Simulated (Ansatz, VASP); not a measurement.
# Cu in VASP and in Ansatz

```
CELL_PARAMETERS angstrom
2.53410 0.00000 0.00000
-1.26705 2.19459 0.00000
0.00000 0.00000 4.11257
ATOMIC_POSITIONS crystal
Cu 0.66667 0.33333 0.75000
Cu 0.33333 0.66667 0.25000
```

Alike in both runs: functional PBEsol; k mesh 12 × 12 × 7; occupations fermi-dirac, width 0.05 eV; no spin polarisation.

|  | VASP | Ansatz |
| --- | --- | --- |
| version | VASP 6.6.1 | Ansatz 0.2.0 |
| potentials or method | VASP PAW PBE potentials, release 64 (Cu), cutoff 520 eV | all-electron LAPW, scalar-relativistic |
| task | single point | band structure |

```tsv
	VASP	Ansatz	Ansatz less VASP
gap on the k mesh at the Fermi level (eV)	none	none	-
pressure (GPa)	-0.7	-1.4	-0.70
largest component of the traceless stress (GPa)	0.22	0.28	+0.063
```

A gap of «none» marks a metal or a gap that the smearing closes. Ansatz ran all-electron here, so the differences hold the error of VASP's frozen core and of both bases.

Caveats: the PAW data sets were made with another functional, which shifts forces and pressure a little (VASP).
